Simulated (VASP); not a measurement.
The system is Sr.

```xyz
2
Lattice="-2.8100 2.8600 1.5250 2.8100 -2.8600 1.5250 2.8100 2.8600 -1.5250" Properties=species:S:1:pos:R:3 pbc="T T T"
Sr    0.0000    4.2900    0.3812
Sr    2.8100   -1.4300    1.1437
```

This isn't the form of Sr at room conditions, which is fcc.

- Program: VASP 6.6.1
- Task: relaxation of cell and atoms
- Functional: PBE
- Potentials or basis: VASP PAW PBE potentials, release 64 (Sr_sv)
- Cutoff: 520 eV
- k mesh: 16 × 16 × 16
- Occupations: gaussian, width 0.1 eV
- Spin: no spin polarisation

At the start: pressure 28.7 GPa; volume 24.51 Å³/atom.

Q: How do energy, volume and symmetry change on relaxing?

A: Over 10 steps the energy falls by 1446.4 meV/atom and the volume is 54.99 Å³/atom (+124.3 %); space group I4_1/amd (No. 141, to 0.05 Å).

The path:
```tsv
step	energy change (eV)	largest force (eV/Å)	pressure (GPa)	volume (Å³)
1	0.0000	0.0082	28.66	49.02
2	-2.7238	0.0002	2.88	87.16
3	-2.8498	0.0039	1.19	97.45
4	-2.8684	0.0123	-0.67	120.38
5	-2.8918	0.0089	-0.04	110.46
6	-2.8917	0.0083	0.08	108.89
7	-2.8924	0.0018	0.08	108.95
8	-2.8925	0.0022	0.08	108.97
9	-2.8927	0.0011	0.04	109.47
10	-2.8928	0.0002	0.00	109.97
```

Final structure:
```
CELL_PARAMETERS angstrom
-3.71577 3.71476 1.99180
3.71577 -3.71476 1.99180
3.71577 3.71476 -1.99180
ATOMIC_POSITIONS crystal
Sr 0.87494 0.12494 0.75000
Sr 0.12506 0.87506 0.25000
```

Caveat: the volume moved by over 15 % at a fixed basis, so the end points are rough; the volume moved by +124 % from the deposited cell, more than functionals usually miss.
